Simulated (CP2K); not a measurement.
InP:

```
CELL_PARAMETERS angstrom
4.14435 0.00000 0.00000
2.07218 3.58911 0.00000
2.07218 1.19637 3.38385
ATOMIC_POSITIONS crystal
In 0.00000 0.00000 0.00000
P 0.75000 0.75000 0.75000
```

- Program: CP2K 2026.2
- Task: single point
- Functional: PBE
- Potentials or basis: POTENTIAL_UZH In GTH-PBE-q13, P GTH-PBE-q5; TZVP-MOLOPT-PBE-GTH basis
- Density cutoff: 6123 eV
- k mesh: 8 × 8 × 8
- Occupations: fermi-dirac, width 0.05 eV
- Spin: no spin polarisation

On this cell: pressure 3.9 GPa; largest force zero by symmetry; band gap on the k mesh 0.69 eV, direct.

The same run follows on a disturbed copy (atoms moved at random, drawn with an rms of 0.05 Å):

```
In P
1.0
     4.14435    0.00000    0.00000
     2.07218    3.58911    0.00000
     2.07218    1.19637    3.38385
In P
1 1
Direct
  0.00765 0.99169 0.98809
  0.75547 0.74587 0.76518
```

Question: What does the disturbed cell give?

Answer: The energy moves by +29.8 meV/atom; pressure 4.3 GPa; largest force 1.046 eV/Å; band gap on the k mesh 0.50 eV, direct.

Forces on the atoms (eV/Å):
```
In   0.616  0.478  0.698
P   -0.615 -0.478 -0.697
```

Stress tensor (GPa, compression positive):
```
7.06 1.70 1.07
1.70 4.31 0.81
1.07 0.81 1.43
```

Caveats: spin-orbit coupling is left out, which moves the levels of the heavy elements; the basis of atomic orbitals isn't converged, which shifts pressures, moduli and gaps.

